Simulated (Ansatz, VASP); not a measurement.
## One calculation of C, two programs

```
C
1.0
     2.44471    0.00000    0.00000
    -1.22235    2.11718    0.00000
     0.00000    0.00000   28.00000
C
2
Cartesian
  0.0000 1.4115 14.0000
  1.2224 0.7057 14.0000
```

The cell was built by a generator and needn't be a form met in nature.

Alike in both runs: functional LDA; k mesh 21 × 21 × 1; occupations gaussian, width 0.1 eV; no spin polarisation.

Ansatz relaxed the structure, and its values are those at the end. VASP's run is a single point on that final structure, the one shown.

|  | VASP | Ansatz |
| --- | --- | --- |
| version | VASP 6.6.1 | Ansatz 0.2.0 |
| potentials or method | VASP PAW LDA potentials, release 64 (C) | scalar-relativistic, plane waves, PAW |
| plane-wave cutoff (eV) | 520 | 420 |
| valence electrons in the cell | 8 | 8 |

|  | VASP | Ansatz | Ansatz less VASP |
| --- | --- | --- | --- |
| gap on the k mesh at the Fermi level (eV) | none | none | - |
| work function, face that differs most (eV) | 4.48 | 4.48 | +0.001 |

A gap of «none» marks a metal or a gap that the smearing closes. Ansatz warned: «structure_snapped_to_symmetry».
